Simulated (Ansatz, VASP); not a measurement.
# MoS2 in VASP and in Ansatz

```xyz
6
Lattice="2.9851 0.0000 0.0000 -1.4925 2.5852 0.0000 0.0000 0.0000 10.8487" Properties=species:S:1:pos:R:3 pbc="T T T"
Mo    1.4925    0.8617    2.7122
Mo    0.0000    1.7234    8.1365
S     1.4925    0.8617    6.5605
S     0.0000    1.7234    4.2882
S     1.4925    0.8617    9.7126
S     0.0000    1.7234    1.1362
```

Alike in both runs: functional PBEsol; k mesh 12 × 12 × 4; occupations gaussian, width 0.01 eV; no spin polarisation.

Ansatz relaxed the structure, and its values are those at the end. VASP's run is a single point on that final structure, the one shown.

|  | VASP | Ansatz |
| --- | --- | --- |
| version | VASP 6.6.1 | Ansatz 0.2.0 |
| potentials or method | VASP PAW PBE potentials, release 64 (Mo_sv, S) | scalar-relativistic, plane waves, PAW |
| plane-wave cutoff (eV) | 520 | 420 |
| valence electrons in the cell | 52 | 52 |

Ansatz gave:

- gap on the k mesh at the Fermi level (eV): none
- pressure (GPa): 25.0
- rms of the force components (eV/Å): 0.000

Task: Which values does VASP return?

Result: gap on the k mesh at the Fermi level (eV): none; pressure (GPa): 25.0; rms of the force components (eV/Å): 0.008.

A gap of «none» marks a metal or a gap that the smearing closes.

Caveats: so large a pressure means that the cell lies far from this level's equilibrium, or that cutoff or potentials fall short (VASP); the potentials were made for another functional, which shifts forces and pressure (VASP).
